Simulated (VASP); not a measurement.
# AlNi₂, phonons at the zone centre: which settings are enough?

AlNi₂, P-3m1 (no. 164), 6 atoms in the cell. PBEsol, zone-centre phonons; PAW potentials Ni, Al (PBE set). VASP 6.6.1.

Wanted: optical modes within 5 cm⁻¹.

Geometry: relaxed with this functional.

POSCAR:
```
AlNi2
1.0
    3.9754980100      0.0000000000      0.0000000000
   -1.9877490050      3.4428822693      0.0000000000
    0.0000000000      0.0000000000      4.9066329902
Ni Al
4 2
Direct
    0.0000000000      0.0000000000      0.0000000000
    0.0000000000      0.0000000000      0.5000000000
    0.6666666667      0.3333333333      0.3131377025
    0.3333333333      0.6666666667      0.6868622975
    0.6666666667      0.3333333333      0.8077469344
    0.3333333333      0.6666666667      0.1922530656
```

## Plane-wave cutoff (eV)

| Plane-wave cutoff (eV) | Optical modes, largest deviation (cm⁻¹) | Time (s) |
|---|---|---|
| 220 | 13.2 | 457 |
| 270 | 1.0 | 690 |
| 310 | 0.9 | 653 |
| 350 | 0.8 | 759 |
| 400 | 0.8 | 1183 |
| 490 (reference) | 0.0 | 1853 |

## Question

The rows run from the loosest to the tightest. For each series: choose the loosest value from which every tighter one stays within half of the tolerance.

## Answer

- Plane-wave cutoff (eV): 270

## All choices together

| Input | Optical modes, largest deviation (cm⁻¹) | Time (s) |
|---|---|---|
| program defaults, KSPACING-like mesh of 0.5 per A (naive) | 7.2 | 54 |
| chosen settings | 1.0 | 690 |
| reference settings throughout | 0.0 | 1853 |

The chosen settings stay within the tolerance of the reference run, but the reference itself isn't shown to be converged in: k mesh, Smearing width (eV), SCF threshold (eV).

## The input

INCAR:
```
SYSTEM = AlNi2
  PREC = Accurate
  ENCUT = 270
  EDIFF = 1E-7
  ISMEAR = 1
  SIGMA = 0.2
  LREAL = .FALSE.
  LASPH = .TRUE.
  ALGO = Normal
  NELM = 120
  LWAVE = .FALSE.
  LCHARG = .FALSE.
  GGA = PS
  ISPIN = 2
  MAGMOM = 1 1 1 1 0 0
  LORBIT = 11
  LMAXMIX = 4
  IBRION = 6
  NFREE = 2
  POTIM = 0.015
  NSW = 1
  ISIF = 2
  KPAR = 4
```

KPOINTS:
```
Automatic mesh
0
Gamma
  10 10 6
  0 0 0
```

Commands:
```
cat potpaw_PBE.64/Ni/POTCAR potpaw_PBE.64/Al/POTCAR > POTCAR
mpirun -np 4 vasp_std > vasp.out
```

The chosen input took VASP 6.6.1 690 s on 4 cores (Intel Xeon Platinum 8259CL @ 2.50GHz (Skylake/Cascade Lake)), a shared host.

## An input that fails: perturbation theory with a meta-GGA

VASP's message: You have switched on METAGGA and linear-response routines. This combination is currently not supported. If you have selected LEPSILON=.TRUE., you can try using LCALCEPS=.TRUE. instead. In all other cases, VASP will stop. SOOO ….

Changes against the starting input:
```
- GGA = PS
- IBRION = 6
+ IBRION = 8
+ METAGGA = R2SCAN
```
